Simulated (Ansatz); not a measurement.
Runs of Ansatz 0.2.0 on P. The structure is orthorhombic, space group Cmce (No. 64). The conventional cell has a = 3.295 Å, b = 10.930 Å, c = 4.544 Å, α = 90.00°, β = 90.00°, γ = 90.00°. P (site symmetry m) has 3 P at 2.20 to 2.25 Å as nearest neighbours. 

```csv
task,level,cell,cutoff (eV),pressure (GPa),V0 of scaled cells (Å³/atom),relaxed volume (Å³/atom),B0 (GPa),largest force (eV/Å)
equation of state,revPBE,as given,420,-,21.42,-,65,-
relaxation of cell and atoms,r2SCAN+D3(BJ),relaxed,500,0.0,-,(b),-,-
density of states,LDA,as given,420,-2.1,-,-,-,0.20
equation of state,PBEsol+D3(BJ),as given,420,-,19.71,-,82,-
relaxation of cell and atoms,rPW86-PBE+rVV10,relaxed,420,0.0,-,(a),-,0.01
```

Alike in all rows: potentials or basis Ansatz PAW; no spin polarisation; k mesh 8 × 8 × 6; smearing fermi-dirac 0.05 eV.

Problem. Estimate the missing entries.

Solution. (a) 20.43; (b) 19.41.

Caveats: the PAW data sets come from PBE, with cores solved anew for the run's functional, which leaves a small shift of forces and pressure (some runs); the cell was scaled at fixed shape and fractional positions, which overstates the stiffness of a crystal with free parameters, most of all of layers and chains (some runs); the plane-wave basis is chosen anew once the cell has moved, so the energies of steps on either side of that aren't comparable (some runs); the potentials were made for another functional, which shifts forces and pressure (some runs); the dispersion damping was fitted for another functional or another form of the correction (some runs).

Runs at the PBE level aren't shown here.
